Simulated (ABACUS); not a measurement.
# GaAs (F-43m) in ABACUS: single point with LDA

Aim: the single point of GaAs with LDA.

Everything below comes from runs of ABACUS 3.10.1. Logs are shortened: lines on timing, memory, paths and dates and some standing lists are left out, and cuts for length are marked.

**Experimental background.**

From “Evidence of valence band perturbations in GaAsN/GaAs(001): A combined variable-angle spectroscopic ellipsometry and modulated photoreflectance investigation”, 2008, arxiv:0805.2212, for a bulk crystal of GaAs at 300 K: band gap 1.418 ± 0.005 eV (direct).

The results are compared with them further down.

### Step 1. The structure

Symmetry: F-43m, No. 216, cubic system. The conventional cell has a = 5.654 Å, b = 5.654 Å, c = 5.654 Å, α = 90.00°, β = 90.00°, γ = 90.00°. As (site symmetry -43m) is surrounded by 4 Ga at 2.45 Å. Around Ga (site symmetry -43m) lie 4 As at 2.45 Å.

### Step 2. Single point, LDA

Input file INPUT:

```
INPUT_PARAMETERS
suffix              GaAs
calculation         scf
basis_type          pw
pseudo_dir          ./
symmetry            1
dft_functional      pz
ecutwfc             40
pseudo_rcut         10
nspin               1
nbands              22
ks_solver           dav
smearing_method     fd
smearing_sigma      0.00367493
scf_thr             1e-08
scf_nmax            100
mixing_type         broyden
mixing_beta         0.7
cal_force           1
cal_stress          1
ecutrho             320
out_chg             1
kpar                4
```

Input file STRU:

```
ATOMIC_SPECIES
As 74.9216 as_lda_v1.uspp.F.UPF
Ga 69.7230 ga_lda_v1.4.uspp.F.UPF

LATTICE_CONSTANT
1.8897261246

LATTICE_VECTORS
0.0000000000 2.8268500000 2.8268500000
2.8268500000 0.0000000000 2.8268500000
2.8268500000 2.8268500000 0.0000000000

ATOMIC_POSITIONS
Direct

As
0.0
1
0.7500000000 0.7500000000 0.7500000000 1 1 1

Ga
0.0
1
0.0000000000 0.0000000000 0.0000000000 1 1 1
```

Input file KPT:

```
K_POINTS
0
Gamma
6 6 6 0 0 0
```

Potentials or basis: GBRV ultrasoft 1.5 LDA, plane waves.

Launch:

```
OMP_NUM_THREADS=1 mpirun -np 4 abacus > log
```

running log:

```text
ABACUS v3.10.1

               Atomic-orbital Based Ab-initio Computation at UStc

 ------------------------------------------------------------------------------------

 READING GENERAL INFORMATION
                           global_out_dir = OUT.GaAs/
                           global_in_card = INPUT
                               pseudo_dir = ./
                              orbital_dir =
                                    DSIZE = 4
                                    GSIZE = 1

 READING UNITCELL INFORMATION
                                    ntype = 2
                  lattice constant (Bohr) = 1.88973
              lattice constant (Angstrom) = 1

 READING ATOM TYPE 1
                               atom label = As
                      L=0, number of zeta = 1
                      L=1, number of zeta = 1
                      L=2, number of zeta = 1
             number of atom for this type = 1

 READING ATOM TYPE 2
                               atom label = Ga
                      L=0, number of zeta = 1
                      L=1, number of zeta = 1
                      L=2, number of zeta = 1
             number of atom for this type = 1

                        TOTAL ATOM NUMBER = 2
DIRECT COORDINATES
    atom                   x                   y                   z     mag                  vx                  vy                  vz
taud_As1            0.7500000000        0.7500000000        0.7500000000  0.0000        0.0000000000        0.0000000000        0.0000000000
taud_Ga1            0.0000000000        0.0000000000        0.0000000000  0.0000        0.0000000000        0.0000000000        0.0000000000

                          Volume (Bohr^3) = 304.884
                             Volume (A^3) = 45.1791

 Lattice vectors: (Cartesian coordinate: in unit of a_0)
                   +0            +2.82685            +2.82685
             +2.82685                  +0            +2.82685
             +2.82685            +2.82685                  +0
 Reciprocal vectors: (Cartesian coordinate: in unit of 2 pi/a_0)
            -0.176875           +0.176875           +0.176875
            +0.176875           -0.176875           +0.176875
            +0.176875           +0.176875           -0.176875
 The esolver type has been set to : ksdft_pw

                PAO radial cut off (Bohr) = 10

 Read in pseudopotential file is as_lda_v1.uspp.F.UPF
                     pseudopotential type = US
          exchange-correlation functional = PZ
                 nonlocal core correction = 1
                        valence electrons = 5
                                     lmax = 2
                           number of zeta = 2
                     number of projectors = 6
                           L of projector = 0
                           L of projector = 0
                           L of projector = 1
                           L of projector = 1
                           L of projector = 2
                           L of projector = 2
                PAO radial cut off (Bohr) = 10

 Read in pseudopotential file is ga_lda_v1.4.uspp.F.UPF
                     pseudopotential type = US
          exchange-correlation functional = PZ
                 nonlocal core correction = 1
                        valence electrons = 19
                                     lmax = 2
                           number of zeta = 4
                     number of projectors = 6
                           L of projector = 0
                           L of projector = 0
                           L of projector = 1
                           L of projector = 1
                           L of projector = 2
                           L of projector = 2
     initial pseudo atomic orbital number = 16

 SETUP THE ELECTRONS NUMBER
            electron number of element As = 5
      total electron number of element As = 5
            electron number of element Ga = 19
      total electron number of element Ga = 19
            AUTOSET number of electrons:  = 24
                           occupied bands = 12
                                   NBANDS = 22
                                   NLOCAL = 18

%%%%%%%%%%%%%%%%%%%%%%%%%%%%%%%%%%%%%%%%%%%%%%%%%%%%%%%%%%%%%%%%%%%%%%%%%%%%%%%%%%%%%%%%%%%%%%%%%%%%%%%%%%
 Warning: the number of valence electrons in pseudopotential > 3 for Ga: [Ar] 3d10 4s2 4p1
 Pseudopotentials with additional electrons can yield (more) accurate outcomes, but may be less efficient.
 If you're confident that your chosen pseudopotential is appropriate, you can safely ignore this warning.
%%%%%%%%%%%%%%%%%%%%%%%%%%%%%%%%%%%%%%%%%%%%%%%%%%%%%%%%%%%%%%%%%%%%%%%%%%%%%%%%%%%%%%%%%%%%%%%%%%%%%%%%%%

 SETUP THE PLANE WAVE BASIS
 energy cutoff for charge/potential (unit:Ry) = 160
            fft grid for charge/potential = [ 32, 32, 32 ]
                        fft grid division = [ 1, 1, 1 ]
        big fft grid for charge/potential = [ 45, 45, 45 ]
                                     nbxx = 91125
                                     nrxx = 32768

 SETUP PLANE WAVES FOR CHARGE/POTENTIAL
                    number of plane waves = 10417
                         number of sticks = 637

 PARALLEL PW FOR CHARGE/POTENTIAL
[... 74 lines left out ...]
                                       S6 = 0
               POINT GROUP IN SPACE GROUP = T_d

 SETUP K-POINTS
                                    nspin = 1
                   Input type of k points = Monkhorst-Pack(Gamma)
                                   nkstot = 216
                       right hand lattice = 1
(for reciprocal lattice: )
                             BRAVAIS TYPE = 2
                     BRAVAIS LATTICE NAME = 02. Cubic I (body-centered)
                                    ibrav = 2
                       right hand lattice = 1
(for k-lattice: )
                             BRAVAIS TYPE = 2
                     BRAVAIS LATTICE NAME = 02. Cubic I (body-centered)
                                    ibrav = 2
                       right hand lattice = 1
                        ROTATION MATRICES = 48
                               nkstot_ibz = 16
K-POINTS REDUCTION ACCORDING TO SYMMETRY
     IBZ    DIRECT_X    DIRECT_Y    DIRECT_Z  WEIGHT  ibz2bz
       1  0.00000000  0.00000000  0.00000000  0.0046       0
       2  0.16666667  0.16666667  0.16666667  0.0370       1
       3  0.33333333  0.33333333  0.33333333  0.0370       2
       4  0.50000000  0.50000000  0.50000000  0.0185       3
       5  0.16666667  0.16666667  0.00000000  0.0278       7
       6  0.33333333  0.33333333  0.16666667  0.1111       8
[... 8 lines left out ...]
      15  0.50000000  0.33333333 -0.33333333  0.1111      52
      16  0.50000000  0.33333333 -0.16666667  0.0556      58

                               nkstot now = 16
[... K-POINTS DIRECT COORDINATES: 16 rows ...]

           k-point number in this process = 4
       minimum distributed K point number = 4
[... stars of the k points ...]

[... K-POINTS CARTESIAN COORDINATES: 4 rows ...]

[... K-POINTS DIRECT COORDINATES: 4 rows ...]

 SETUP PLANE WAVES FOR WAVE FUNCTIONS
     energy cutoff for wavefunc (unit:Ry) = 40
              fft grid for wave functions = [ 32, 32, 32 ]
                    number of plane waves = 1639
                         number of sticks = 187

 PARALLEL PW FOR WAVE FUNCTIONS
     PROC   COLUMNS(POT)             PW
        1            187           1639
 --------------- sum -------------------
        1            187           1639

 SETUP NONLOCAL PSEUDOPOTENTIALS IN PLANE WAVE BASIS
 As non-local projectors:
 projector 1 L=0
 projector 2 L=0
 projector 3 L=1
 projector 4 L=1
 projector 5 L=2
 projector 6 L=2
 Ga non-local projectors:
 projector 1 L=0
 projector 2 L=0
 projector 3 L=1
 projector 4 L=1
 projector 5 L=2
 projector 6 L=2
      TOTAL NUMBER OF NONLOCAL PROJECTORS = 36

 Init Non-Local PseudoPotential table :
 Init Non-Local-Pseudopotential done.

                                     npwx = 1315

 Make real space PAO into reciprocal space.
       max mesh points in Pseudopotential = 697
     dq(describe PAO in reciprocal space) = 0.01
                                    max q = 763

 number of pseudo atomic orbitals for As is 2
WARNING: norm of atomic wavefunction # 2 of atomic type As is 0.999965, renormalized

 number of pseudo atomic orbitals for Ga is 4
WARNING: norm of atomic wavefunction # 4 of atomic type Ga is 0.999973, renormalized

 -------------------------------------------
 SELF-CONSISTENT
 -------------------------------------------
                                 init_chg = atomic

 PW ALGORITHM --------------- ION=   1  ELEC=   1--------------------------------

 Density error is 7.20040551767
                          Error Threshold = 0.01
----------------------------------------------------------
     Energy           Rydberg                 eV
----------------------------------------------------------
 E_KohnSham     -450.3594465732      -6127.4546215218
 E_Harris       -522.9419910785      -7114.9908021326
 E_Fermi        0.6670940207         9.0762797835
----------------------------------------------------------
[... 99 lines left out ...]
 Density error is 4.46722535969e-10
                          Error Threshold = 2.62372018404e-10
----------------------------------------------------------
     Energy           Rydberg                 eV
----------------------------------------------------------
 E_KohnSham     -454.8222298440      -6188.1739029447
 E_KS(sigma->0) -454.8222173008      -6188.1737322857
 E_Harris       -454.8225804132      -6188.1786726823
 E_band         -43.1400009609       -586.9498247939
 E_one_elec     -407.2554887508      -5540.9951887861
 E_Hartree      211.2210775341       2873.8101921641
 E_xc           -78.8800283327       -1073.2178437260
 E_Ewald        -179.9077652083      -2447.7707212787
 E_entropy(-TS) -0.0000250864        -0.0003413180
 E_descf        0.0000000000         0.0000000000
 E_exx          0.0000000000         0.0000000000
 E_Fermi        0.5258592236         7.1546817869
----------------------------------------------------------

 charge density convergence is achieved
 final etot is -6188.1739029 eV
 EFERMI = 7.1546817869 eV

 STATE ENERGY(eV) AND OCCUPATIONS    NSPIN == 1
 1/4 kpoint (Cartesian) = 0.0000 0.0000 0.0000 (1291 pws)
       1       -86.9752     0.00925926
       2       -86.9752     0.00925926
       3       -86.9752     0.00925926
       4       -7.86414     0.00925926
       5       -7.86414     0.00925926
       6       -7.86414     0.00925926
[... 86 lines left out ...]
      21        20.1770        0.00000
      22        20.1770        0.00000

------------------------------------------------------------------------------------------
 TOTAL-FORCE (eV/Angstrom)
------------------------------------------------------------------------------------------
                       As1         0.0000000000         0.0000000000         0.0000000000
                       Ga1         0.0000000000         0.0000000000         0.0000000000
------------------------------------------------------------------------------------------

----------------------------------------------------------------
 TOTAL-STRESS (KBAR)
----------------------------------------------------------------
       -20.0747261087         0.0000000000        -0.0000000000
        -0.0000000000       -20.0747261087         0.0000000000
         0.0000000000         0.0000000000       -20.0747261087
----------------------------------------------------------------
 TOTAL-PRESSURE: -20.074726 KBAR

 --------------------------------------------
 !FINAL_ETOT_IS -6188.1739029446571294 eV
 --------------------------------------------
```

Wall time 33 s (4 MPI ranks of Intel Xeon Platinum 8259CL at 2.50GHz (Skylake/Cascade Lake), shared host); peak memory 0.68 GiB.

Results:

```yaml
Free_energy: -6188.1739 eV
Pressure: -2.0 GPa
Band_gap_on_the_k_mesh: 0.28 eV, direct
```

### Step 3. Comparison with measurements

Step 2. Measured gap of GaAs: 1.418 eV (direct; 300 K; “Evidence of valence band perturbations in GaAsN/GaAs(001): A combined variable-angle spectroscopic ellipsometry and modulated photoreflectance investigation”, 2008, arxiv:0805.2212). This calculation gives 0.28 eV (-1.13 eV). So large a miss can be the level of theory's own, or it may mean another phase, state or a wrong row. 3 values of this kind are on record (1.412 to 1.51 eV); this one was drawn at random among those near their median, those with a stated uncertainty first. Spin-orbit coupling on As, Ga is left out. The value is that of LDA, without temperature or zero-point motion. Semilocal functionals fall short of measured gaps as a rule.
